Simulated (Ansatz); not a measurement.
# Settings and their price: 1T-MgBr2 antidot lattice, bare edges (29 atoms)

The cell holds 29 atoms: 11 Mg and 18 Br. Cell: a = 11.460 Å, b = 13.233 Å, c = 15.000 Å, α = 90.0°, β = 90.0°, γ = 90.0°. It derives from MgBr2 (1T-MgBr2). 1T-MgBr2 (a = 3.82 Å), rectangular cell with x along the zigzag direction; 3 x 2 cells with a hole of radius 2.5 Å, 12 Å of vacuum; not relaxed, displaced by a Gaussian of 0.02 Å. Vacuum lies along c.

Geometry: as built.

Reference run: Kohn-Sham DFT, PBE, PAW (set soft_2), plane waves (Ansatz 0.2.0), cutoff 420 eV, Γ point, gaussian smearing of 0.025 eV.

```
r.m.s. force component                           : 0.184 eV/Å
spacing of highest filled and lowest empty level : 0.0404 eV
SCF cycles                                       : 20
time                                             : 13 s on 4 threads of Arm Neoverse V2, shared host
```

**Question.** The same geometry is run again with each of these changes. How far do the results move, and how long does each run take?
- support functions medium
- support functions low
- support functions medium, spacing 0.411 Å
- support functions medium, spacing 0.343 Å
- support functions medium, spacing 0.297 Å
- support functions medium, spacing 0.263 Å
- basis.ecutwfc = "29.4 Ry"

Each row is set against the plane-wave reference (Kohn-Sham DFT, PBE, PAW (set soft_2), plane waves; r.m.s. force component 0.184 eV/Å). Energies are set beside the reference only for runs with its functional, potentials and electron count. Times are for 4 threads of Arm Neoverse V2, shared host. The reference's time includes the DOS and grids, which some other runs skip.

```csv
run,"Δ force, r.m.s. (meV/Å)",share of r.m.s. force (%),Δ energy (meV/atom),cycles,time,host memory (GiB)
reference,-,-,-,20,13 s,1.5
support functions medium,0.355,0.193,-0.668,16,55 s,2.6
support functions low,0.456,0.248,-0.668,12,44 s,2.5
"support functions medium, spacing 0.411 Å",80.8,43.9,0.976,16,25 s,1.5
"support functions medium, spacing 0.343 Å",3.64,1.98,7.57,15,27 s,1.7
"support functions medium, spacing 0.297 Å",1.80,0.981,0.349,15,35 s,1.9
"support functions medium, spacing 0.263 Å",0.639,0.347,-0.665,16,43 s,2.2
basis.ecutwfc = "29.4 Ry",0.061,0.0329,0.104,18,11 s,1.4
```

Among numerical settings the force difference runs from 0.061 meV/Å (basis.ecutwfc = "29.4 Ry") to 81 meV/Å (support functions medium, spacing 0.411 Å). At 29 atoms the fastest of the runs at a preset level, support functions low, takes roughly 3.2 times the time of plane waves (whose run also made extra analyses, so the like-for-like ratio is larger), in 12 SCF cycles against 20. Differences between support functions and plane waves include what basis error the plane-wave run still has. As the typed spacing goes from 0.263 to 0.411 Å, the force difference goes from 0.64 to 81 meV/Å, and the time from 43 s to 25 s. The main run has no spin polarisation, so any moments at edges, vacancies or dangling bonds can't form in it.

[Logs are printed without paths, hosts, clocks, repeated set-up lines and the standing remarks that a program may print on its own settings, such as how far it seeks lower states.]

[Hosts, paths, dates, database ids (printed as entryN), source tags and the programs' standing remarks are cut or masked in the printed files.]
